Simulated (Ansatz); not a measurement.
Wanted: the native input for an Ansatz 0.2.0 run.

| Quantity | Value |
| --- | --- |
| Task | relaxation of cell and atoms |
| Functional | PBE |
| Dispersion | D3(BJ)-ATM |
| Potentials or basis | Ansatz PAW |
| Cutoff | 420 eV (not typed: the program's choice for these potentials) |
| k mesh | 7 × 7 × 3 |
| Occupations | fermi-dirac, width 0.05 eV |
| Spin | no spin polarisation |

Br:

```xyz
4
Lattice="3.3632 -2.3226 0.0000 3.3632 2.3226 0.0000 0.0000 0.0000 8.7023" Properties=species:S:1:pos:R:3 pbc="T T T"
Br    3.3632    0.6266    3.3948
Br    3.3632    1.6959    7.7459
Br    3.3632   -0.6266    5.3075
Br    3.3632   -1.6959    0.9564
```

The input as run:

input.yaml

```yaml
crystal:
  lattice:
    - [3.36325, -2.32255, 0.0]
    - [3.36325, 2.32255, 0.0]
    - [0.0, 0.0, 8.7023]
  atoms:
    - { symbol: Br, position: [0.3651, 0.6349, 0.3901] }
    - { symbol: Br, position: [0.1349, 0.8651, 0.8901] }
    - { symbol: Br, position: [0.6349, 0.3651, 0.6099] }
    - { symbol: Br, position: [0.8651, 0.1349, 0.1099] }
hamiltonian:
  xc: pbe
  pseudopotentials: { kind: paw }
  dispersion: d3bjatm
kpoints:
  mp_grid: { grid: [7, 7, 3] }
scf:
  occupations: { method: fermi_dirac, width: 0.05 }
output:
  forces: true
  stress: true
  eigenvalues: true
relax:
  f_tol: 0.01
  max_steps: 40
  cell: { stress_tol: 0.05 }
```

Potentials or basis: Ansatz PAW.

Launch:

```sh
$ ansatz run input.yaml --threads 2 --pin off --max-ram 5632MiB --backend cpu --events-out ev --progress --plain --runs-dir out
```

Results of the run:

* Relaxed volume: 31.37 Å³/atom
* Relaxed cell: a = 4.083 Å, b = 4.083 Å, c = 8.580 Å, α = 90.00°, β = 90.00°, γ = 61.29°
* Space group after relaxing (to 0.05 Å): Cmce (No. 64)
* Energy gained by relaxing: 43.2 meV/atom
* Ionic steps: 8
* Pressure after relaxing: 0.0 GPa
* Largest force after relaxing: 0.004 eV/Å
* Band gap on the k mesh: 1.34 eV, indirect (least direct gap 1.37 eV)

Caveat: odd divisions of the mesh miss points on the zone boundary, where band edges often lie, so the gap on the mesh can be too wide; the plane-wave basis is chosen anew once the cell has moved, so the energies of steps on either side of that aren't comparable.

Run time: 24 s on 2 threads of Arm Neoverse V1 (shared host), peak memory 0.39 GiB.
